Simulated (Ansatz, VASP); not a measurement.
One calculation of Pt, two programs

File INCAR:

```
PREC = Accurate
ENCUT = 520
EDIFF = 1E-7
ISMEAR = -1
SIGMA = 0.05
LREAL = F
LASPH = T
NELM = 80
ALGO = Normal
ISIF = 2
LWAVE = F
LCHARG = T
GGA = PE
LELF = T
LVHAR = T
NBANDS = 17
```

Contents of KPOINTS:

```
regular mesh
0
Gamma
  11 11 6
```

File POSCAR:

```
Pt
1.0
    2.7606656158      0.0000000000      0.0000000000
   -1.3803328079      2.3908065546      0.0000000000
    0.0000000000      0.0000000000      4.7921340000
Pt
2
Direct
    0.3284440000      0.6879730000      0.2528560000
    0.6733180000      0.3227900000      0.7433810000
```

File input.yaml:

```yaml
crystal:
  lattice:
    - [2.7606656158, 0.0, 0.0]
    - [-1.3803328079, 2.3908065546, 0.0]
    - [0.0, 0.0, 4.792134]
  atoms:
    - { symbol: Pt, position: [0.328444, 0.687973, 0.252856] }
    - { symbol: Pt, position: [0.673318, 0.32279, 0.743381] }
hamiltonian:
  xc: pbe
  pseudopotentials: { kind: paw }
kpoints:
  mp_grid: { grid: [11, 11, 6] }
scf:
  occupations: { method: fermi_dirac, width: 0.05 }
output:
  forces: true
  stress: true
  eigenvalues: true
```

Change from the starting cell: atoms moved at random, drawn with an rms of 0.05 Å.

Alike in both runs: task single point; functional PBE; k mesh 11 × 11 × 6; occupations fermi-dirac, width 0.05 eV; no spin polarisation.

|  | VASP | Ansatz |
| --- | --- | --- |
| version | VASP 6.6.1 | Ansatz 0.2.0 |
| potentials or method | VASP PAW PBE potentials, release 64 (Pt) | Ansatz PAW |
| plane-wave cutoff (eV) | 520 | 420 |
| valence electrons in the cell | 20 | 36 |

```tsv
	VASP	Ansatz	Ansatz less VASP
gap on the k mesh at the Fermi level (eV)	none	none	-
pressure (GPa)	-0.8	-0.3	+0.49
largest component of the traceless stress (GPa)	0.89	0.84	-0.051
rms of the force components (eV/Å)	0.260	0.263	+0.0021
```

Atom by atom the forces differ by 0.002 eV/Å (rms over components). A gap of «none» marks a metal or a gap that the smearing closes. The two sets of potentials don't hold the same shells in valence.

The runs have no spin-orbit coupling, so splittings on Pt are missing.
